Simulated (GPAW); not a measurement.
MoP:

```
CELL_PARAMETERS angstrom
3.22300 0.00000 0.00000
-1.61150 2.79120 0.00000
0.00000 0.00000 3.19100
ATOMIC_POSITIONS crystal
Mo 0.00000 0.00000 0.00000
P 0.33333 0.66667 0.50000
```

```yaml
Program: GPAW 26.7.0
Task: relaxation of cell and atoms
Functional: revPBE
Dispersion: D3(BJ)
Potentials_or_basis: the program's PAW data sets (release 1.2.1) made for this functional
Cutoff: 600 eV
Basis: pw
k_mesh: 10 × 10 × 8
Occupations: fermi-dirac, width 0.05 eV
Spin: no spin polarisation
```

At the start: pressure -8.6 GPa; volume 14.35 Å³/atom.

Where does the relaxation end?

Over 5 steps the energy falls by 15.1 meV/atom and the volume is 13.81 Å³/atom (-3.8 %); space group P-6m2 (No. 187, to 0.05 Å).

Step by step:
| step | energy change (eV) | largest force (eV/Å) | pressure (GPa) | volume (Å³) |
| --- | --- | --- | --- | --- |
| 1 | 0.0000 | 0.0000 | -8.63 | 28.71 |
| 2 | -0.0201 | 0.0000 | -5.01 | 28.23 |
| 3 | -0.0296 | 0.0000 | 0.24 | 27.61 |
| 4 | -0.0299 | 0.0000 | 0.06 | 27.63 |
| 5 | -0.0303 | 0.0000 | -0.11 | 27.62 |

Final structure:
```cif
data_structure
_symmetry_space_group_name_H-M 'P 1'
_symmetry_Int_Tables_number 1
_cell_length_a 3.1744
_cell_length_b 3.1744
_cell_length_c 3.1653
_cell_angle_alpha 90.000
_cell_angle_beta 90.000
_cell_angle_gamma 120.000
_cell_volume 27.62
loop_
_atom_site_label
_atom_site_type_symbol
_atom_site_fract_x
_atom_site_fract_y
_atom_site_fract_z
_atom_site_occupancy
Mo1 Mo 0.00000 0.00000 0.00000 1
P1 P 0.33333 0.66667 0.50000 1
```

Caveat: later steps reuse the first step's grids; pairwise dispersion overbinds metals, which lowers pressure and volume.
